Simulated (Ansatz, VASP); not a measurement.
**C in VASP and in Ansatz**

```xyz
1
Lattice="-0.9726 0.9726 0.9726 0.9726 -0.9726 0.9726 0.9726 0.9726 -0.9726" Properties=species:S:1:pos:R:3 pbc="T T T"
C     0.0000    0.0000    0.0000
```

Change from the starting cell: volume scaled by 0.55, LAPW.

Alike in both runs: task single point; functional PBE; k mesh 25 × 25 × 25; occupations fermi-dirac, width 0.1 eV; no spin polarisation.

|  | VASP | Ansatz |
| --- | --- | --- |
| version | VASP 6.6.1 | Ansatz 0.2.0 |
| potentials or method | VASP PAW PBE potentials, release 64 (C), cutoff 520 eV | all-electron LAPW, scalar-relativistic |

|  | VASP | Ansatz | Ansatz less VASP |
| --- | --- | --- | --- |
| pressure (GPa) | 363.3 | 362.4 | -0.86 |

Ansatz ran all-electron here, so the differences hold the error of VASP's frozen core and of both bases.

Caveats: the cell as given lies far from equilibrium; so large a pressure means that the cell lies far from this level's equilibrium, or that cutoff or potentials fall short (VASP).
